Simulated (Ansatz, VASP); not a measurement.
# Mo: VASP beside Ansatz

```xyz
6
Lattice="2.5856 1.4928 4.2601 -2.5856 1.4928 4.2601 0.0000 -2.9855 4.2601" Properties=species:S:1:pos:R:3 pbc="T T T"
Mo    0.0000    0.0000    0.0000
Mo   -1.2928    0.7464    2.1300
Mo    0.0000   -1.4928    2.1300
Mo    1.2928    0.7464    2.1300
Mo    0.0000    0.0000    8.0749
Mo    0.0000    0.0000    4.7053
```

Alike in both runs: functional PBE; k mesh 9 × 9 × 9; occupations gaussian, width 0.1 eV; no spin polarisation.

Ansatz relaxed the structure, and its values are those at the end. VASP's run is a single point on that final structure, the one shown.

|  | VASP | Ansatz |
| --- | --- | --- |
| version | VASP 6.6.1 | Ansatz 0.2.0 |
| potentials or method | VASP PAW PBE potentials, release 64 (Mo_sv) | scalar-relativistic, plane waves, PAW |
| plane-wave cutoff (eV) | 520 | 420 |
| valence electrons in the cell | 84 | 84 |

VASP gave:

```
gap on the k mesh at the Fermi level (eV) : none
pressure (GPa)                            : 0.5
```

Which values does Ansatz return?

gap on the k mesh at the Fermi level (eV): none; pressure (GPa): 0.0.

A gap of «none» marks a metal or a gap that the smearing closes.
